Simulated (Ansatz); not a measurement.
**H: stationary points along a deformation path**

All numbers below come from Ansatz, DFT PBEsol, scalar-relativistic, plane waves, PAW. The runs took a 420 eV cutoff, a Γ-centred 9×9×6 mesh and Gaussian smearing (0.05 eV). No spin polarisation. Energies are free energies at this smearing, counted from the undisturbed cell; pressure is positive in compression.

Reference structure (as given, not relaxed at this level; it stands at 0.7 GPa, and it needn't be the usual structure):

```
H
1.0
     3.84013    0.00000    0.00000
    -1.92007    3.32565    0.00000
     0.00000    0.00000    5.04666
H
4
Direct
  0.33333 0.66667 0.17650
  0.66667 0.33333 0.67650
  0.66667 0.33333 0.82350
  0.33333 0.66667 0.32350
```

The cell holds molecules and no dispersion correction was added, so their binding is poorly described.

At fixed volume and fractional coordinates, lengths along (0.000, 0.000, 1.000) are scaled against those across it; ρ is that ratio over its starting value. V = 16.113 Å³/atom. Δσ is the stress along the axis less the mean stress across it (compression positive).

```
    ρ  ΔE (meV/atom)  Δσ (GPa) space group
0.800          153.3     18.90     P6_3/mmc
0.850           86.6     14.00     P6_3/mmc
0.920           28.4      8.02     P6_3/mmc
0.960            9.8      4.99     P6_3/mmc
1.000            0.0      2.21     P6_3/mmc
1.050           -2.0     -0.94     P6_3/mmc
1.100            5.4     -3.80     P6_3/mmc
1.200           42.2     -8.73     P6_3/mmc
1.300          100.2    -12.80     P6_3/mmc
```

Problem. How does the stress give the slope of the energy, and where is the energy stationary?

Solution. Along the path d ln(length) is 2/3 d ln ρ on the axis and −1/3 d ln ρ across it, so dE/d ln ρ = −(2/3) V Δσ: the energy falls with ρ where Δσ is positive. Δσ vanishes or changes sign between ρ = 1.000 and 1.050, a minimum (near 1.03 by linear interpolation). Pairs of stationary points between two samples would go unseen, and could change a minimum read from distant neighbours into a maximum.

Problem. Integrate that slope from ρ = 1 to 1.200 by the trapezoid rule.

Solution. With V/N in Å³ and 1 eV/Å³ = 160.2 GPa the slopes at ρ = 1.000, 1.050, 1.100, 1.200 are -148, 63, 255, 585 meV/atom per unit of ln ρ. The steps add (-2.1) + 7.4 + 36.5 = 41.8 meV/atom, against 42.2 from the energies; the trapezoid rule misses the curvature of the slope within each step.

Problem. Is the start the lowest point of the path?

Solution. No: ρ = 1.050 lies 2.0 meV/atom lower, with no sampled rise above the start on the way. Volume and inner coordinates are held, so a relaxed structure there would lie lower still.

Forces appear on the atoms along this scan, and letting them relax would lower the energy and soften the response.